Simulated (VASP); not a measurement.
# Bi (Im-3m) in VASP: density of states with PBE+D4

Aim: the density of states of Bi with PBE+D4.

All numbers are computed with VASP 6.6.1; they aren't measurements. Logs are shortened: lines on timing, memory, paths and dates and some standing lists are left out, and cuts for length are marked.

**1. Starting point**

The structure is cubic, space group Im-3m (No. 229). The conventional cell has a = 3.963 Å, b = 3.963 Å, c = 3.963 Å, α = 90.00°, β = 90.00°, γ = 90.00°. Around Bi (site symmetry m-3m) lie 8 Bi at 3.43 Å.

This isn't the form of Bi at room conditions, which is rhombohedral.

**2. Density of states, PBE+D4**

POSCAR reads:

```
Bi
1.0
   -1.9814305318      1.9814305318      1.9814305318
    1.9814305318     -1.9814305318      1.9814305318
    1.9814305318      1.9814305318     -1.9814305318
Bi
1
Direct
    0.0000000000      0.0000000000      0.0000000000
```

INCAR.step1 reads:

```
SYSTEM = Bi
PREC     = Accurate       ! precision mode
ENCUT    = 520            ! plane-wave cutoff, eV
EDIFF    = 1E-6           ! SCF threshold, eV
ISMEAR   = 1              ! smearing method
SIGMA    = 0.05           ! smearing width, eV
LREAL    = .FALSE.        ! projectors in reciprocal space
LASPH    = .TRUE.         ! aspherical terms in the spheres
NELM     = 100            ! most SCF steps
ALGO     = Normal         ! electronic algorithm
ISIF     = 2              ! what is computed and relaxed
LWAVE    = .FALSE.        ! write WAVECAR
LCHARG   = .TRUE.         ! write CHGCAR
GGA      = PE             ! functional
IVDW     = 13             ! dispersion correction
NBANDS   = 14             ! bands
```

KPOINTS.step1 reads:

```
Automatic mesh
0
G
  9 9 9
  0 0 0
```

INCAR.step2 reads:

```
SYSTEM = Bi
PREC     = Accurate       ! precision mode
ENCUT    = 520            ! plane-wave cutoff, eV
EDIFF    = 1E-6           ! SCF threshold, eV
ISMEAR   = -5             ! smearing method
SIGMA    = 0.05           ! smearing width, eV
LREAL    = .FALSE.        ! projectors in reciprocal space
LASPH    = .TRUE.         ! aspherical terms in the spheres
NELM     = 100            ! most SCF steps
ALGO     = Normal         ! electronic algorithm
ISIF     = 2              ! what is computed and relaxed
LWAVE    = .FALSE.        ! write WAVECAR
LCHARG   = .FALSE.        ! write CHGCAR
GGA      = PE             ! functional
IVDW     = 13             ! dispersion correction
LORBIT   = 10             ! projections on sites
NEDOS    = 1001           ! points of the DOS
ICHARG   = 11             ! starting density
```

KPOINTS.step2 reads:

```
Automatic mesh
0
G
  14 14 14
  0 0 0
```

Potentials or basis: VASP PAW PBE potentials, release 64 (Bi_d).

Command:

```
$ cat potpaw_PBE.64/Bi_d/POTCAR > POTCAR
$ cp INCAR.step1 INCAR
$ cp KPOINTS.step1 KPOINTS
$ mpirun -np 1 vasp_std > vasp.out
$ cp INCAR.step2 INCAR
$ cp KPOINTS.step2 KPOINTS
$ mpirun -np 1 vasp_std > vasp.out
```

OUTCAR:

```text
SYSTEM = Bi
   PREC = Accurate
   ENCUT = 520
   EDIFF = 1E-6
   ISMEAR = -5
   LREAL = .FALSE.
   LASPH = .TRUE.
   NELM = 100
   ISIF = 2
   GGA = PE
   IVDW = 13
   LORBIT = 10
   ICHARG = 11

 ion  position               nearest neighbor table
   1  0.000  0.000  0.000-

  LATTYP: Found a body centered cubic cell.
 ALAT       =     3.9628610636

  Lattice vectors:

 A1 = (  -1.9814305318,   1.9814305318,   1.9814305318)
 A2 = (   1.9814305318,  -1.9814305318,   1.9814305318)
 A3 = (   1.9814305318,   1.9814305318,  -1.9814305318)

Analysis of symmetry for initial positions (statically):
=====================================================================
 Subroutine PRICEL returns:
 Original cell was already a primitive cell.

 Routine SETGRP: Setting up the symmetry group for a
 body centered cubic supercell.

 Subroutine GETGRP returns: Found 48 space group operations
 (whereof 48 operations were pure point group operations)
 out of a pool of 48 trial point group operations.

The static configuration has the point symmetry O_h .

Analysis of symmetry for dynamics (positions and initial velocities):
=====================================================================
 Subroutine PRICEL returns:
 Original cell was already a primitive cell.

 Routine SETGRP: Setting up the symmetry group for a
 body centered cubic supercell.

 Subroutine GETGRP returns: Found 48 space group operations
 (whereof 48 operations were pure point group operations)
 out of a pool of 48 trial point group operations.

The dynamic configuration has the point symmetry O_h .

 Subroutine INISYM returns: Found 48 space group operations
 (whereof 48 operations are pure point group operations),
 and found     1 'primitive' translations

----------------------------------------------------------------------------------------

                                     Primitive cell

  volume of cell :      31.1169

  direct lattice vectors                    reciprocal lattice vectors
    -1.981430532  1.981430532  1.981430532     0.000000000  0.252342937  0.252342937
     1.981430532 -1.981430532  1.981430532     0.252342937  0.000000000  0.252342937
     1.981430532  1.981430532 -1.981430532     0.252342937  0.252342937  0.000000000

  length of vectors
     3.431938353  3.431938353  3.431938353     0.356866804  0.356866804  0.356866804

  position of ions in fractional coordinates (direct lattice)
     0.000000000  0.000000000  0.000000000

  ion indices of the primitive-cell ions
   primitive index   ion index
                 1           1

----------------------------------------------------------------------------------------

 KPOINTS: Automatic mesh

Automatic generation of k-mesh.
 Grid dimensions read from file:
 generate k-points for:   14   14   14

 Generating k-lattice:

  Cartesian coordinates                     Fractional coordinates (reciprocal lattice)
     0.000000000  0.018024496  0.018024496     0.071428571  0.000000000  0.000000000
     0.018024496  0.000000000  0.018024496     0.000000000  0.071428571  0.000000000
     0.018024496  0.018024496  0.000000000     0.000000000  0.000000000  0.071428571

  Length of vectors
     0.025490486  0.025490486  0.025490486

  Shift w.r.t. Gamma in fractional coordinates (k-lattice)
     0.000000000  0.000000000  0.000000000

 TETIRR: Found   3105 inequivalent tetrahedra from    16464

 Subroutine IBZKPT returns following result:
 ===========================================

 Found    104 irreducible k-points:

 Following reciprocal coordinates:
            Coordinates               Weight
  0.000000  0.000000  0.000000      1.000000
  0.071429  0.000000  0.000000     12.000000
  0.142857  0.000000  0.000000     12.000000
  0.214286  0.000000  0.000000     12.000000
  0.285714  0.000000  0.000000     12.000000
  0.357143  0.000000  0.000000     12.000000
[... 16 lines left out ...]
  0.285714  0.285714  0.000000     24.000000
  0.357143  0.285714  0.000000     24.000000
 [... further k-points ...]
   k-points           NKPTS =    104   k-points in BZ     NKDIM =    104   number of bands    NBANDS=     11
   number of dos      NEDOS =   1001   number of ions     NIONS =      1
   total plane-waves  NPLWV =  21952
   dimension x,y,z NGX =    28 NGY =   28 NGZ =   28
   dimension x,y,z NGXF=    56 NGYF=   56 NGZF=   56
   ions per type =               1
   NGX,Y,Z   is equivalent  to a cutoff of  13.56, 13.56, 13.56 a.u.
   NGXF,Y,Z  is equivalent  to a cutoff of  27.13, 27.13, 27.13 a.u.
 SYSTEM =  Bi
   PREC   = accura    normal or accurate (medium, high low for compatibility)
   ISTART =      0    job   : 0-new  1-cont  2-samecut
   ICHARG =     11    charge: 1-file 2-atom 10-const
   ISPIN  =      1    spin polarized calculation?
   LNONCOLLINEAR =      F non collinear calculations
   LSORBIT =      F    spin-orbit coupling
   LASPH  =      T    aspherical Exc in radial PAW
   ENCUT  =  520.0 eV  38.22 Ry    6.18 a.u.   6.38  6.38  6.38*2*pi/ulx,y,z
   NELM   =    100;   NELMIN=  2; NELMDL=  0     # of ELM steps
   EDIFF  = 0.1E-05   stopping-criterion for ELM
   LREAL  =      F    real-space projection
[... 7 lines left out ...]
   TEBEG  =    0.0;   TEEND  =   0.0 temperature during run
   PSTRESS=    0.0 pullay stress
   NELECT =      15.0000    total number of electrons
   NUPDOWN=      -1.0000    fix difference up-down
   EMIN   =  10.00;   EMAX   =-10.00  energy-range for DOS
   EFERMI =   0.00;   METHOD = LEGACY
   ISMEAR =    -5;   SIGMA  =   0.05  broadening in eV -4-tet -1-fermi 0-gaus
   EFERMI_NEDOS =   21; number of points for ismear=-14 and -15
   IALGO  =     38    algorithm
   IMIX   =      4    mixing-type and parameters
     AMIX     =   0.40;   BMIX     =  1.00
     AMIX_MAG =   1.60;   BMIX_MAG =  1.00
  volume/ion in A,a.u.               =      31.12       209.99
  Fermi-wavevector in a.u.,A,eV,Ry     =   1.283630  2.425708 22.418388  1.647705
  Thomas-Fermi vector in A             =   2.415871
   LORBIT       =     10    0 simple, 1 ext, 2 COOP (PROOUT), +10 PAW based schemes
   GGA     = PE    functional components
   LHFCALC =     F    Hartree Fock is set to
   AEXX    =    0.0000 exact exchange contribution
   IVDW    =    13    specifies the selected vdW correction
   LEPSILON=     F    determine dielectric tensor
   LRPA    =     F    only Hartree local field effects (RPA)
 non-spin polarized calculation
 Fermi weights with tetrahedron method with Bloechl corrections
  energy-cutoff  :      520.00
  volume of cell :       31.12
 maximum number of plane-waves:       887
 NGX is ok and might be reduce to    28

 number of electron      14.9999994 magnetization

 Free energy of the ion-electron system (eV)
  ---------------------------------------------------
  ext. energy  EPLUGINS =         0.00000000
  ---------------------------------------------------
  free energy    TOTEN  =        -3.75467183 eV

  energy without entropy =       -3.75467183  energy(sigma->0) =       -3.75467183

 E-fermi :   7.9240     XC(G=0): -10.2914

 val. band max:        7.9027162219   @ k =  -0.4286   0.4286   0.2143
 cond. band min:       7.8217130986   @ k =   0.2143   0.2143   0.0000
 fundamental gap:     -0.0810031233
 Fermi energy:         7.9239804616

 k-point     1 :       0.0000    0.0000    0.0000
  band No.  band energies     occupation
      1     -15.1153      2.00000
      2     -15.1153      2.00000
      3     -15.1153      2.00000
      4     -14.9869      2.00000
      5     -14.9869      2.00000
      6      -5.5996      2.00000
      7      13.0412      0.00000
      8      13.0412      0.00000
      9      13.0412      0.00000
     10      17.0519      0.00000
     11      18.3960      0.00000

 k-point     2 :       0.0714    0.0000    0.0000
  band No.  band energies     occupation
      1     -15.1173      2.00000
      2     -15.1119      2.00000
      3     -15.1050      2.00000
      4     -14.9892      2.00000
      5     -14.9872      2.00000
      6      -5.5065      2.00000
      7      12.0463      0.00000
      8      12.7518      0.00000
      9      12.9567      0.00000
     10      17.3260      0.00000
     11      17.9103      0.00000

 k-point     3 :       0.1429    0.0000    0.0000
  band No.  band energies     occupation
      1     -15.1228      2.00000
      2     -15.1030      2.00000
      3     -15.0763      2.00000
      4     -14.9951      2.00000
      5     -14.9883      2.00000
      6      -5.2296      2.00000
      7      10.1476     -0.02552
      8      12.0665      0.00000
      9      12.7144      0.00000
     10      16.2564      0.00000
     11      17.1726      0.00000

 k-point     4 :       0.2143    0.0000    0.0000
  band No.  band energies     occupation
      1     -15.1307      2.00000
      2     -15.0926      2.00000
      3     -15.0343      2.00000
      4     -15.0016      2.00000
      5     -14.9898      2.00000
      6      -4.7779      2.00000
      7       8.1301      0.76030
      8      11.2713      0.00000
      9      12.3631      0.00000
     10      15.3642      0.00000
     11      16.5637      0.00000
[... 239 lines left out ...]
 k-point    22 :       0.3571    0.2143    0.0000
  band No.  band energies     occupation
      1     -15.1276      2.00000
      2     -15.0595      2.00000
      3     -15.0086      2.00000
      4     -14.9927      2.00000
      5     -14.9375      2.00000
      6      -2.2968      2.00000
      7       3.6861      2.00000
      8       6.4831      2.06211
      9      10.4182     -0.00081
     10      15.8314      0.00000
     11      18.4046      0.00000

 k-point    23 :       0.2857    0.2857    0.0000
  band No.  band energies     occupation
      1     -15.1234      2.00000
      2     -15.0477      2.00000
      3     -15.0141      2.00000
      4     -14.9908      2.00000
      5     -14.9482      2.00000
      6      -2.2692      2.00000
      7       4.1307      2.00000
      8       5.7541      2.00001
      9      10.3555     -0.00186
     10      16.3249      0.00000
     11      17.8672      0.00000

 k-point    24 :       0.3571    0.2857    0.0000
  band No.  band energies     occupation
      1     -15.1224      2.00000
      2     -15.0390      2.00000
      3     -15.0200      2.00000
      4     -14.9808      2.00000
      5     -14.9566      2.00000
      6      -2.0903      2.00000
      7       4.1754      2.00000
      8       5.2379      2.00000
      9      10.2824     -0.00374
     10      16.4395      0.00000
     11      18.3800      0.00000

 [... further k-points ...]

------------------------ aborting loop because EDIFF is reached ----------------------------------------

  DFT-D4 for vdW energy calculation

  Edisp (eV):   -0.54736

  FORCE on cell =-STRESS in cart. coord.  units (eV):
  Direction    XX          YY          ZZ          XY          YZ          ZX
  --------------------------------------------------------------------------------------
  -------------------------------------------------------------------------------------
  Total      -0.37529    -0.37529    -0.37529     0.00000     0.00000    -0.00000
  in kB     -19.32329   -19.32329   -19.32329     0.00000     0.00000    -0.00000
  external pressure =      -19.32 kB  Pullay stress =        0.00 kB

 VOLUME and BASIS-vectors are now :
 -----------------------------------------------------------------------------
  energy-cutoff  :      520.00
  volume of cell :       31.12
      direct lattice vectors                 reciprocal lattice vectors
    -1.981430532  1.981430532  1.981430532     0.000000000  0.252342937  0.252342937
     1.981430532 -1.981430532  1.981430532     0.252342937  0.000000000  0.252342937
     1.981430532  1.981430532 -1.981430532     0.252342937  0.252342937  0.000000000

 POSITION                                       TOTAL-FORCE (eV/Angst)
 -----------------------------------------------------------------------------------
      0.00000      0.00000      0.00000         0.000000      0.000000      0.000000
 -----------------------------------------------------------------------------------
    total drift:                               -0.000000     -0.000000     -0.000000

  FREE ENERGIE OF THE ION-ELECTRON SYSTEM (eV)
  ---------------------------------------------------
  free  energy   TOTEN  =        -4.3020293470 eV

  energy  without entropy=       -4.3020293470  energy(sigma->0) =       -4.30202935

 total charge

# of ion       s       p       d       tot
------------------------------------------
    1        1.556   1.260   9.919  12.734
```

It took 21 s on 1 thread of Intel Xeon Platinum 8488C (Sapphire Rapids), shared host; peak memory 0.17 GiB.

What came out:

| Item | Value |
| --- | --- |
| Valence electrons inside the program's atomic spheres | Bi 12.73 |
| Dispersion energy per atom | -0.547 eV |

States per cell in windows of 1 eV (zero at the Fermi level; states under -8 eV left out):
```
from (eV)  total  Bi1_p  Bi1_d  Bi1_s
     -8.0   0.00   0.00   0.00   0.00
     -7.0   0.00   0.00   0.00   0.00
     -6.0   0.00   0.00   0.00   0.00
     -5.0   0.41   0.16   0.00   0.01
     -4.0   0.79   0.31   0.01   0.03
     -3.0   0.52   0.21   0.01   0.03
     -2.0   0.62   0.27   0.01   0.02
     -1.0   0.68   0.31   0.02   0.02
      0.0   0.68   0.32   0.02   0.02
      1.0   0.70   0.35   0.02   0.01
      2.0   0.93   0.50   0.02   0.01
      3.0   0.56   0.31   0.01   0.01
      4.0   0.26   0.10   0.02   0.00
      5.0   0.20   0.01   0.03   0.00
      6.0   0.44   0.03   0.07   0.01
      7.0   0.86   0.07   0.14   0.04
```

Caveat: spin-orbit coupling is left out, which moves the levels of the heavy elements; pairwise dispersion overbinds metals, which lowers pressure and volume; tetrahedron occupations give inexact forces and stress in metals.
